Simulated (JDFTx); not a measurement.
Crystal: Al.

```
CELL_PARAMETERS angstrom
0.00000 2.02481 2.02481
2.02481 0.00000 2.02481
2.02481 2.02481 0.00000
ATOMIC_POSITIONS crystal
Al 0.00000 0.00000 0.00000
```

- Program: JDFTx 1.7.0 (patched build)
- Task: relaxation of cell and atoms
- Functional: PBE
- Dispersion: D2
- Potentials or basis: PseudoDojo-SR-PBE-0.5-standard
- Cutoff: 544 eV
- Density cutoff: 2177 eV
- k mesh: 11 × 11 × 11
- Occupations: fermi-dirac, width 0.05 eV
- Spin: no spin polarisation

At the start: pressure -2.0 GPa; volume 16.60 Å³/atom.

Q: Where does the relaxation end?

A: Over 5 steps the energy falls by 3.2 meV/atom and the volume is 16.11 Å³/atom (-3.0 %); space group Fm-3m (No. 225, to 0.05 Å).

Step by step:
| step | energy change (eV) | largest force (eV/Å) | pressure (GPa) | volume (Å³) |
| --- | --- | --- | --- | --- |
| 1 | 0.0000 | 0.0000 | -2.00 | 16.60 |
| 2 | -0.0013 | 0.0000 | -1.57 | 16.49 |
| 3 | -0.0032 | 0.0000 | 0.01 | 16.11 |
| 4 | -0.0032 | 0.0000 | 0.00 | 16.11 |
| 5 | -0.0032 | 0.0000 | 0.00 | 16.11 |

Final structure:
```cif
data_structure
_symmetry_space_group_name_H-M 'P 1'
_symmetry_Int_Tables_number 1
_cell_length_a 2.8350
_cell_length_b 2.8350
_cell_length_c 2.8350
_cell_angle_alpha 60.000
_cell_angle_beta 60.000
_cell_angle_gamma 60.000
_cell_volume 16.11
loop_
_atom_site_label
_atom_site_type_symbol
_atom_site_fract_x
_atom_site_fract_y
_atom_site_fract_z
_atom_site_occupancy
Al1 Al 0.00000 0.00000 0.00000 1
```

The cell as given is a measured one (16.60 Å³/atom); PBE+D2 puts the equilibrium volume -3.0 % from it, thermal expansion not counted.

Caveat: pairwise dispersion overbinds metals, which lowers pressure and volume.
